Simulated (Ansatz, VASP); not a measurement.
TaN: VASP beside Ansatz

Contents of INCAR:

```
ALGO = Normal
EDIFF = 1E-7
ENCUT = 520
GGA = PE
ISIF = 2
ISMEAR = -1
LASPH = True
LCHARG = True
LELF = True
LREAL = False
LVHAR = True
LWAVE = False
NBANDS = 33
NELM = 80
PREC = Accurate
SIGMA = 0.05
```

File KPOINTS:

```
k-points
0
Gamma
  6 6 9
```

Contents of POSCAR:

```
TaN
1.0
    5.1960001500      0.0000000000      0.0000000000
   -2.5980000800      4.4998681300      0.0000000000
    0.0000000000      0.0000000000      2.9109996000
Ta N
3 3
Direct
    0.3333333333      0.6666666667      0.5000000000
    0.6666666667      0.3333333333      0.5000000000
    0.0000000000      0.0000000000      0.0000000000
    0.3928500000      0.0000000000      0.0000000000
    0.6071500000      0.6071500000      0.0000000000
    0.0000000000      0.3928500000      0.0000000000
```

File input.yaml:

```yaml
crystal:
  lattice:
    - [5.19600015, 0.0, 0.0]
    - [-2.59800008, 4.49986813, 0.0]
    - [0.0, 0.0, 2.9109996]
  atoms:
    - { symbol: Ta, position: [0.3333333333, 0.6666666667, 0.5] }
    - { symbol: Ta, position: [0.6666666667, 0.3333333333, 0.5] }
    - { symbol: Ta, position: [0.0, 0.0, 0.0] }
    - { symbol: "N", position: [0.39285, 0.0, 0.0] }
    - { symbol: "N", position: [0.60715, 0.60715, 0.0] }
    - { symbol: "N", position: [0.0, 0.39285, 0.0] }
hamiltonian:
  xc: pbe
  pseudopotentials: { kind: paw }
kpoints:
  mp_grid: { grid: [6, 6, 9] }
scf:
  occupations: { method: fermi_dirac, width: 0.05 }
output:
  forces: true
  stress: true
  eigenvalues: true
```

Alike in both runs: task single point; functional PBE; k mesh 6 × 6 × 9; occupations fermi-dirac, width 0.05 eV; no spin polarisation.

|  | VASP | Ansatz |
| --- | --- | --- |
| version | VASP 6.6.1 | Ansatz 0.2.0 |
| potentials or method | VASP PAW PBE potentials, release 64 (Ta_pv, N) | Ansatz PAW |
| plane-wave cutoff (eV) | 520 | 420 |
| valence electrons in the cell | 48 | 54 |

Ansatz gave:

- gap on the k mesh at the Fermi level (eV): none
- pressure (GPa): 4.9
- largest component of the traceless stress (GPa): 0.52
- rms of the force components (eV/Å): 0.017

Question: Which values does VASP return?

Answer: gap on the k mesh at the Fermi level (eV): none; pressure (GPa): 5.7; largest component of the traceless stress (GPa): 0.62; rms of the force components (eV/Å): 0.020.

Atom by atom the forces differ by 0.003 eV/Å (rms over components). A gap of «none» marks a metal or a gap that the smearing closes. With one functional, cell and mesh, what is left measures potentials, basis and numerics. The two sets of potentials don't hold the same shells in valence.

Caveats: the pressure holds a Pulay correction of +0.5 GPa for the finite cutoff (Ansatz). Spin-orbit coupling is left out, which matters for the levels of Ta.
